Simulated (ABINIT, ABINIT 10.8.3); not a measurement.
# Lattice constants of wurtzite GaN with PBEsol: cutoff, mesh and potentials tested, PBE for comparison

## The measurement

The reference is the pair of lattice constants for bulk wurtzite GaN in the experimental column of Table I of "Vacancy defect in bulk and at (10$\overline{1}$0) surface of GaN: A combined first-principles theoretical and experimental analysis" (2017, arXiv:1710.05670): a = 3.189 Å and c = 5.186 Å, which gives c/a = 1.626, slightly below the ideal ratio for the structure. Both are quoted experimental values for bulk material. I take them to be the usual room-temperature constants from earlier diffraction work, although no temperature is given with them. They serve here as a reference for the bulk crystal; the vacancies and the surface are not part of this comparison.

| compared with | measured | source's wording or label | method |
| --- | --- | --- | --- |
| a (Å) | 3.189 | a, Expt. column of Table I | quoted experimental value |
| c (Å) | 5.186 | c, Expt. column of Table I | quoted experimental value |

Conditions are those given with the value in the passage it was taken from; "not stated" means there, and the paper may say more elsewhere.

## Model and target

I want a and c of the perfect crystal from a full relaxation of cell and atoms in the four-atom wurtzite cell, without spin polarisation, since GaN is a nonmagnetic semiconductor. Success means a and c each within 1 % of the measured value. That is about the size of the error a common semilocal functional makes in a lattice constant, so the target can tell a suitable functional from a poor one. Zero-point and thermal expansion, absent from a static calculation, should come to a few tenths of a per cent at most in so stiff a solid and do not call for a wider limit.

I go straight to PBEsol, which was built for equilibrium structures of solids. LDA usually makes such crystals too small and PBE too large. The numerical settings come first, then a change of potentials, because the treatment of the Ga 3d states can affect the bond length. A neighbouring functional will give the scale.

System: GaN (gallium nitride), wurtzite; P6_3mc (No. 186), 4 atoms in the primitive cell; the database structure is an entry taken as a start alone: a = 3.180 Å, c = 5.166 Å; structure from the Crystallography Open Database; note on this database entry: about 0.3 % short, ideal inner coordinate.

## 1. PBEsol with cutoff and mesh tested

I start from a diffraction-database cell with a = 3.180 Å and c = 5.166 Å, some 0.3 to 0.4 % shorter than the reference, and let everything relax. Beside the 20 Ha run on the 6×6×4 mesh I put one with a higher cutoff and one with a denser mesh, each changing a single setting. For a gapped crystal I expect the mesh to matter little; the cutoff deserves more attention, since an incomplete basis falsifies the stress that drives the cell. The PAW datasets were generated with PBE, a small inconsistency that these two tests cannot expose.

**Run 1.** ABINIT 10.8.3: PBEsol, JTH PAW datasets, cell and atoms relaxed from the database structure, cutoff 20 Ha, 6x6x4 k mesh, Gaussian smearing 0.02 eV; PBE datasets.

Key lines of the input:
```
# potential files: JTH PAW datasets, made for PBE
ecut 20
pawecutdg 40
ecutsm 0.5
dilatmx 1.06
optcell 2
ionmov 2
ntime 50
tolmxf 5.0d-5
ixc -116133
ngkpt 6 6 4
shiftk 0.0 0.0 0.0
occopt 7
tsmear 0.02 eV
nband 23
nstep 80
tolvrs 1.0d-10
diemac 6
pseudos "Ga.xml, N.xml"
ntypat 2
znucl 31 7
natom 4
typat 1 1 2 2
# ... acell, rprim, xred
```

Command:
```
OMP_NUM_THREADS=1 mpirun -n 8 abinit run.abi > run.log
```

Selected lines of the output:
```
            acell      6.0250392806E+00  6.0250392739E+00  9.8123336677E+00 Bohr
```

Converged; 45 s on 8 cores of Arm Neoverse V1, shared host.

**Run 2.** ABINIT 10.8.3: PBEsol, JTH PAW datasets, cell and atoms relaxed from the database structure, cutoff 26 Ha, 6x6x4 k mesh, Gaussian smearing 0.02 eV; PBE datasets.

Key lines of the input, as changed from run 1:
```diff
- ecut 20
- pawecutdg 40
+ ecut 26
+ pawecutdg 52
```

Command:
```
OMP_NUM_THREADS=1 mpirun -n 4 abinit run.abi > run.log
```

Selected lines of the output:
```
            acell      6.0234071314E+00  6.0234071248E+00  9.8124917660E+00 Bohr
```

Converged; 89 s on 4 cores of Intel Xeon Platinum 8488C (Sapphire Rapids), shared host.

**Run 3.** ABINIT 10.8.3: PBEsol, JTH PAW datasets, cell and atoms relaxed from the database structure, cutoff 20 Ha, 9x9x6 k mesh, Gaussian smearing 0.02 eV; PBE datasets.

Key lines of the input, as changed from run 1:
```diff
- ngkpt 6 6 4
+ ngkpt 9 9 6
```

Selected lines of the output:
```
            acell      6.0239256611E+00  6.0239256544E+00  9.8104852807E+00 Bohr
```

Converged; 1.9 min of wall time.

| quantity | run 1 | run 2 | run 3 | measured |
| --- | --- | --- | --- | --- |
| a (Å) | 3.188 | 3.187 | 3.188 | 3.189 |
| c (Å) | 5.192 | 5.193 | 5.191 | 5.186 |
| conventional cell volume (Å³) | 45.71 | 45.69 | 45.69 |  |
| final pressure (GPa) | 0.00402 | 0.00378 | 0.00543 |  |

All three runs meet the target easily: a falls at most 0.002 Å below the reference, and c lies 0.005 to 0.007 Å above it. Raising the cutoff or refining the mesh moves either constant by less than 0.03 %, far too little to affect the comparison. I had expected the cutoff to matter more than the mesh, but c moves more with the mesh, and at this size I would not read a ranking into the shifts.

The two small deviations have opposite signs, so the computed cell is slightly too elongated, with c/a near 1.629 against 1.626 measured. Neither setting removes this.

## 2. Other potentials, and PBE for scale

What remains untested is the PAW description itself, with its PBE-made datasets under a PBEsol calculation. I repeat the relaxation with PseudoDojo norm-conserving potentials at 42 Ha; if the datasets do little harm, a and c should agree with the PAW values to a few tenths of a per cent. Beside it I put PBE with the JTH datasets, where functional and datasets match. I expect it to give a larger cell, perhaps by close to one per cent in length, which would show how much the choice of functional matters here.

**Run 4.** ABINIT 10.8.3: PBEsol, PseudoDojo norm-conserving potentials, cell and atoms relaxed from the database structure, cutoff 42 Ha, 6x6x4 k mesh, Gaussian smearing 0.02 eV.

Key lines of the input, as changed from run 1:
```diff
- # potential files: JTH PAW datasets, made for PBE
- ecut 20
- pawecutdg 40
+ # potential files: PseudoDojo norm-conserving potentials, made for PBEsol
+ ecut 42
- ixc -116133
- pseudos "Ga.xml, N.xml"
+ pseudos "Ga.upf, N.upf"
```

Converged; 2.5 min of wall time.

**Run 5.** ABINIT 10.8.3: PBE, JTH PAW datasets, cell and atoms relaxed from the database structure, cutoff 20 Ha, 6x6x4 k mesh, Gaussian smearing 0.02 eV.

Key lines of the input, as changed from run 1:
```diff
- ixc -116133
```

Converged; 68 s of wall time.

| quantity | run 4 | run 5 | measured |
| --- | --- | --- | --- |
| a (Å) | 3.184 | 3.222 | 3.189 |
| c (Å) | 5.186 | 5.246 | 5.186 |
| conventional cell volume (Å³) | 45.53 | 47.18 |  |
| final pressure (GPa) | 0.00409 | 0.00443 |  |

With the norm-conserving potentials, PBEsol gives a = 3.184 Å and c = 5.186 Å, again well inside the target. Both constants are a little over 0.1 % shorter than in the PAW run at 20 Ha. That is more than the cutoff or mesh changed them, but still small against the 1 % limit. The two sets differ in construction as well as in the functional they were made for, so I cannot put the shift down to the PBE-made datasets alone. The exact agreement in c is no reason to prefer this set, because a is now 0.005 Å short and c/a stays near 1.629. The slight excess in c/a therefore survives the change of potentials.

PBE lengthens both axes by about 1 % relative to PBEsol with the same datasets, close to what I expected. It ends 0.033 Å above the reference in a and 0.060 Å above it in c, a narrow miss on both. Its c/a is almost the same as that of PBEsol, so the change of functional mainly scales the cell and hardly alters its shape.

## Collected results

| run | settings | a (Å) | deviation | c (Å) | deviation | cost |
| --- | --- | --- | --- | --- | --- | --- |
| 1 | PBEsol, JTH PAW datasets, cutoff 20 Ha, 6x6x4 k mesh, PBE datasets | 3.188 | −0.001 (−0.0 %) | 5.192 | +0.006 (+0.1 %) | 6 core-min |
| 2 | PBEsol, cutoff 26 Ha, PBE datasets | 3.187 | −0.002 (−0.0 %) | 5.193 | +0.007 (+0.1 %) | 5.9 core-min |
| 3 | PBEsol, 9x9x6 mesh, PBE datasets | 3.188 | −0.001 (−0.0 %) | 5.191 | +0.005 (+0.1 %) | 7.4 core-min |
| 4 | PBEsol, PseudoDojo, cutoff 42 Ha | 3.184 | −0.005 (−0.2 %) | 5.186 | +0.000 (+0.0 %) | 10 core-min |
| 5 | PBE, JTH PAW datasets, cutoff 20 Ha, 6x6x4 k mesh | 3.222 | +0.033 (+1.0 %) | 5.246 | +0.060 (+1.2 %) | 4.5 core-min |
|  | measured | 3.189 |  | 5.186 |  |  |

## Outcome

PBEsol meets the target for both lattice constants. With the JTH PAW datasets at 20 Ha, a is 0.001 Å below the measured value and c 0.006 Å above it, against a limit of 1 %, for 6 core-minutes.

The higher cutoff and denser mesh showed that 20 Ha and the 6×6×4 mesh are ample for a 1 % comparison with these datasets. The change of potentials was the more useful check: it shortened both axes by a little over 0.1 % and left the result well inside the target. I did not test the cutoff of the norm-conserving set separately.

The closeness of the PAW result is probably in part a cancellation. The calculation is static, whereas the reference is probably a room-temperature value. Zero-point and thermal expansion would lengthen the computed axes by perhaps a few tenths of a per cent, so PBEsol with these datasets probably gives a slightly large cell once the motion is counted. That would still leave both constants within 1 %.

PBE narrowly misses the target, by +1.0 % in a and +1.2 % in c, and the same expansion would take it further away. Its margin is too thin to carry much weight by itself, but the lengthening relative to PBEsol is clear with identical datasets and settings.

A small excess in c/a, about 0.1 to 0.2 %, remains in every run. Cutoff, mesh, potentials and the change to PBE do not remove it, and I leave its cause open.

[Logs are printed without paths, hosts, clocks, repeated set-up lines and the standing remarks that a program may print on its own settings, such as how far it seeks lower states.]

[The runs shown are a pick from a larger set of finished runs; failed, doubtful and other runs were left out of it ahead of writing. So were measured values far from every level or from commonly accepted values, and agreement can look better than it is. Lines of input and output are excerpts and may be shortened.]
